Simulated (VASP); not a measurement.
Here is a VASP 6.6.1 calculation.

INCAR

```
PREC     = Accurate       # precision mode
ENCUT    = 400            # plane-wave cutoff, eV
EDIFF    = 1E-6           # SCF threshold, eV
ISMEAR   = 0              # smearing method
SIGMA    = 0.01           # smearing width, eV
LREAL    = False          # projectors in reciprocal space
LASPH    = True           # aspherical terms in the spheres
NELM     = 80             # most SCF steps
ALGO     = Fast           # electronic algorithm
ISIF     = 2              # what is computed and relaxed
LWAVE    = False          # write WAVECAR
LCHARG   = False          # write CHGCAR
GGA      = MK             # functional
LUSE_VDW = True         
AGGAC    = 0.0          
PARAM1   = 0.1234       
PARAM2   = 1.0          
NBANDS   = 16             # bands
ISYM     = 0
```

The input KPOINTS:

```
Automatic mesh
0
Gamma
  1 1 1
```

The input POSCAR:

```
H4CO                                    
1.0
   12.7722774153      0.0000000000      0.0000000000
    0.0000000000     13.2722774153      0.0000000000
    0.0000000000      0.0000000000     13.7722774153
  O               C               H             
     1     1     4
Selective dynamics
Direct
     0.5814554605000026    0.4957380617999974    0.4800698287999978   F   F   F
     0.4709007345168943    0.4985833375410336    0.4959323125790473   T   T   T
     0.6154968736400552    0.5348561371265734    0.5307142176538949   T   T   T
     0.4484521455929876    0.4646677748428786    0.5661815079560640   T   T   T
     0.4354390133414563    0.4537911774680984    0.4375645801328557   T   T   T
     0.4391236648754287    0.5758974078562713    0.4918117471126108   T   T   T
```

Potentials or basis: VASP PAW PBE potentials, release 64 (O, C, H).

Command:

```bash
$ cat potpaw_PBE.64/O/POTCAR potpaw_PBE.64/C/POTCAR potpaw_PBE.64/H/POTCAR > POTCAR
$ mpirun -np 4 vasp_gam > vasp.out
```

(1) Predict the largest force.

(2) Estimate the gap between the frontier levels.

Answers

(1) 0.074 eV/Å.

(2) 5.38 eV.

Caveat: the PAW data sets were made with another functional, which shifts forces and pressure a little.
